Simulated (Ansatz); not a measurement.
Wanted: the native input for an Ansatz 0.2.0 run.

- Task: single point
- Functional: PBE0
- Potentials or basis: Ansatz PAW
- Cutoff: 420 eV (not typed: the program's choice for these potentials)
- k mesh: 4 × 4 × 4
- Occupations: fermi-dirac, width 0.05 eV
- Spin: spin-orbit coupling, no magnetisation

The system is GaAs.

```
Ga As
1.0
     3.60640    0.00000    0.00000
    -1.80320    3.12324    0.00000
     0.00000    0.00000    3.57319
Ga As
1 1
Cartesian
  0.0000 2.0822 1.7866
  0.0000 0.0000 0.0000
```

The cell was built by a generator and needn't be a form met in nature.

One way to write it, as run:

input.yaml

```yaml
crystal:
  lattice:
    - [3.60640121, 0.0, 0.0]
    - [-1.8032006, 3.12323506, 0.0]
    - [0.0, 0.0, 3.57319416]
  atoms:
    - { symbol: Ga, position: [0.33333333, 0.66666667, 0.5] }
    - { symbol: As, position: [0.0, 0.0, 0.0] }
hamiltonian:
  xc: pbe0
  pseudopotentials: { kind: paw_fr }
magnetization:
  noncollinear: true
  spin_orbit: true
kpoints:
  mp_grid: { grid: [4, 4, 4] }
scf:
  occupations: { method: fermi_dirac, width: 0.05 }
output:
  forces: true
  stress: true
  eigenvalues: true
  write_density: true
  write_potential: true
  elf: true
  volumetric_format: npy
```

Potentials or basis: Ansatz PAW.

Run with:

```console
$ ansatz run input.yaml --threads 2 --pin off --max-ram 5632MiB --backend cpu --events-out ev --progress --plain --runs-dir out
```

Results of the run:

```yaml
Pressure: -2.3 GPa
Band_gap_on_the_k_mesh: none (metal or under the smearing width)
```

Caveat: the k mesh is coarse (spacing up to 0.50 Å⁻¹), so the values aren't converged, least of all with exact exchange; the PAW data sets come from PBE, with cores solved anew for the run's functional, which leaves a small shift of forces and pressure; the thresholds are loose for stress.

Run time: 83 s on 2 threads of Arm Neoverse V1 (shared host), peak memory 1.1 GiB.
